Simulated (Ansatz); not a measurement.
Crystal: TiC.

```
CELL_PARAMETERS angstrom
0.00000 2.16572 2.16572
2.16572 0.00000 2.16572
2.16572 2.16572 0.00000
ATOMIC_POSITIONS crystal
Ti 0.00000 0.00000 0.00000
C 0.50000 0.50000 0.50000
```

The cell is a database's computed one.

Below is the output of Ansatz 0.2.0 for this cell. Logs are shortened: lines on timing, memory, paths and dates and some standing lists are left out, and cuts for length are marked.

```text
Warning: RAYON_NUM_THREADS=2 ignored (pool sized by the plan → 2); use --threads N
Ti: projections on atomic orbitals take those of the free atom [Ne] 3s2 3p6 3d2 4s2, of charge +0.00 (hamiltonian.pseudopotentials.projection_atoms); the dataset's partial waves leave at most 4.1e-7 of an orbital's norm unspanned inside its sphere
C: projections on atomic orbitals take those of the free atom [He] 2s2 2p2, of charge +0.00 (hamiltonian.pseudopotentials.projection_atoms); the dataset's partial waves leave at most 3.7e-9 of an orbital's norm unspanned inside its sphere
Engine: ansatz 0.2.0, aarch64-unknown-linux-gnu
Pseudopotentials: kind: paw
Pseudopotential: Ti, paw, valence charge 12, recommended cutoff 420 eV (normal), Ti.paw.azcp
Pseudopotential: C, paw, valence charge 4, recommended cutoff 420 eV (normal), C.paw.azcp
Functional definition: SPW92
  exchange = slater_x
  correlation = pw_c
Crystal: 2 atoms, lattice volume = 20.316 Å³
Basis set: ecut = 420 eV, 411 PW (Γ)
Bands: 12, of which v1, the nominal top of the filled ones, is band 8 counted from 1 (7 counted from 0)
Symmetry: 48 space group operations
Space group: Fm-3m (ITA 225), of the structure as read, at distance tolerance 2.7e-5 Å
k-points: 56 of 1331
Non-local potential: Ti, projectors of the file, l = 0: 3, l = 1: 2, l = 2: 3, l = 3: 1
Non-local potential: C, projectors of the file, l = 0: 2, l = 1: 2, l = 2: 1
PAW form: soft (Blöchl's): semilocal exchange-correlation on the pseudo side does not see the compensation charge
PAW frozen core: Ti, regenerated for the run's functional, and the local potential with it (the file was generated under x = pbe(κ = 0.804, μ = 0.2195149727645171), c = pbe(β = 0.06672455060314922))
PAW frozen core: C, regenerated for the run's functional, and the local potential with it (the file was generated under x = pbe(κ = 0.804, μ = 0.2195149727645171), c = pbe(β = 0.06672455060314922))
PAW one-centre angular grid: Ti, 590 points (default); XC on 64 Gauss nodes
PAW one-centre angular grid: C, 110 points (default); XC on 64 Gauss nodes
Initial density: superposition of atomic densities (chi_scale 0.1, normalization cell, long waves kept (reshape's long-wave potential 0.00 eV rms))
Initial wavefunctions: pseudopotential atomic-orbital guess
Functional: x = slater, c = lda
SCF iter   1: F=—  HF=-2691.631030 eV  |F-HF|=—  |Δ(HF+E_count)|=         —  Δρ=2.04e-1  dr2=1.12e1  ethr=3.10e-3  ⟨swp⟩=4.3  Hψ=3159  notcnv=0
preconditioner: auto → none  [metal: Δε(μ)=0.074 eV  Ē_g=10.033 eV  σ=0.050 eV  W_gap=0.33  n_scr=8 (ndim 8)  ℏωp=23.3 eV  f_vac=0.000  D(μ)=0.05/eV (n_scr^D=0)  sad-step TF]
SCF iter   2: F=—  HF=-2689.207077 eV  |F-HF|=—  |Δ(HF+E_count)|=    2.42e0  Δρ=4.05e-2  dr2=1.70e-1  ethr=3.10e-3  ⟨swp⟩=2.9  Hψ=1883  notcnv=0
SCF iter   3: F=—  HF=-2689.373692 eV  |F-HF|=—  |Δ(HF+E_count)|=   1.67e-1  Δρ=3.11e-2  dr2=1.28e-1  ethr=1.06e-3  ⟨swp⟩=2.1  Hψ=1105  notcnv=0
[... 43 lines left out ...]
SCF converged after 6 iterations
Free energy (F): -2689.464809 eV
Harris-Foulkes:  -2689.464809 eV  (|F-HF|=9.09e-13)
Internal energy: -2689.463779 eV  (E = F + TS)
E sigma→0 (E₀):  -2689.464294 eV
Entropy (-TS):   -0.001030 eV (-0.515 meV/atom)
Fermi energy:    15.436984 eV
--- Per-component energies (eV) ---
  E_band       = -111.611812
  E_kinetic    = 363.001675
  E_local      = -770.845925  (includes V_loc(G=0)·N_el)
  E_nonlocal   = 35.250854
  E_hartree    = 308.700792
  E_xc         = -146.769922
  E_vxc        = -184.092469  (∫ρ·V_xc dr)
  E_hubbard    = 5.361090  (on-site DFT+U / exact-exchange correction)
  E_vhub       = 2.987772  (the Hubbard potential's part of the band-sum identity)
  E_paw        = -1088.164616  (= ΣΔE_a)
  E_vpaw       = -175.315429  (= ΣTr[D̂ρ^β])
  E_aug_tail   = 0.000124  (compensation charges beyond the density's cutoff)
  E_ewald      = -1396.386635
  E_core_change = 0.388783  (= ΣΔE_core)
  E_smearing   = -0.001030  (= −TS)
  E_closure    = 0.000000  (closes the sum)
  Σ components = -2689.464809   (vs F -2689.464809, Δ=0.00e0)
--- Forces (eV/Å), atoms counted from 1 ---
  atom   1  Ti    -0.00000000     0.00000000    -0.00000000
  atom   2  C      0.00000000    -0.00000000    -0.00000000
  max |Σ_I F_I| component: 1.87e-30 eV/Å
--- Stress (GPa, compression-positive) ---
       -0.023945      -0.000000      -0.000000
       -0.000000      -0.023945      -0.000000
       -0.000000      -0.000000      -0.023945
  P = ⅓ Tr σ = -0.0239 GPa (-0.239 kbar)
--- Band table (eV; the first three rows and the last of 56) ---
  k-point 0: bands = ["-42.1635", "-18.4586", "-18.4586", "-18.4586", "2.5128", "16.3857", "16.3857", "16.6814", "16.6814", "16.6814", "16.7108", "16.7108"]
  k-point 1: bands = ["-42.1574", "-18.4990", "-18.4624", "-18.4624", "2.7045", "15.1777", "15.1777", "15.4349", "16.7777", "16.7777", "17.5302", "18.0862"]
  k-point 2: bands = ["-42.1398", "-18.6065", "-18.4728", "-18.4728", "3.2583", "13.8761", "14.0052", "14.0052", "17.1575", "17.1575", "18.0511", "19.6140"]
  k-point 55: bands = ["-42.0624", "-18.7724", "-18.7500", "-18.6196", "5.7323", "11.7830", "11.9437", "12.4705", "18.0956", "18.6151", "19.4336", "19.8289"]
Occupation matrices written to <dir>
--- Relaxed structure (3 steps of the walk, 3 accepted, 1 SCFs on fresh bases) ---
  F+E_penalty+E_count = -2689.46480887 eV   max|allowed force component| = 1.430e-30 eV/Å   (the final SCF, on the basis selected at the relaxed cell)
  cell:  # Å, volume = 20.1799 Å³
    - [4.649526980017226e-34, 2.1608757028618832, 2.1608757028618832]
    - [2.1608757028618832, -4.267374077550056e-34, 2.1608757028618832]
    - [2.1608757028618832, 2.1608757028618832, 7.643058049343389e-35]
  atoms:
    - { symbol: Ti, position: [-2.547415993497139e-36, 1.8526661770890566e-36, 2.3158327213599926e-36] }
    - { symbol: C, position: [0.5, 0.5, 0.5] }
```

Problem. What input gives this log?

Solution. Relaxation of cell and atoms with LDA+U, no spin polarisation. The files as run (others can give the same):

input.yaml
```yaml
crystal:
  lattice:
    - [0.0, 2.1657188437, 2.1657188437]
    - [2.1657188437, 0.0, 2.1657188437]
    - [2.1657188437, 2.1657188437, 0.0]
  atoms:
    - { symbol: Ti, position: [0.0, 0.0, 0.0] }
    - { symbol: C, position: [0.5, 0.5, 0.5] }
hamiltonian:
  xc: lda
  pseudopotentials: { kind: paw }
  hubbard: { sites: [{ species: Ti, l: d, u_eff: 6.0 }] }
kpoints:
  mp_grid: { grid: [11, 11, 11] }
scf:
  occupations: { method: fermi_dirac, width: 0.05 }
output:
  forces: true
  stress: true
  write_density: true
  write_potential: true
  elf: true
  volumetric_format: npy
relax:
  f_tol: 0.01
  max_steps: 40
  cell: { stress_tol: 0.05 }
```

Potentials or basis: Ansatz PAW.
Command:
```bash
$ ansatz run input.yaml --threads 2 --pin off --max-ram 5120MiB --backend cpu --events-out ev --progress --plain --runs-dir out
```

Caveat: the plane-wave basis is chosen anew once the cell has moved, so the energies of steps on either side of that aren't comparable; the pressure holds a Pulay correction of +0.4 GPa for the finite cutoff; U without spin polarisation on a metal has little footing; the PAW data sets come from PBE, with cores solved anew for the run's functional, which leaves a small shift of forces and pressure; the U is typed as a test and isn't derived for this compound.
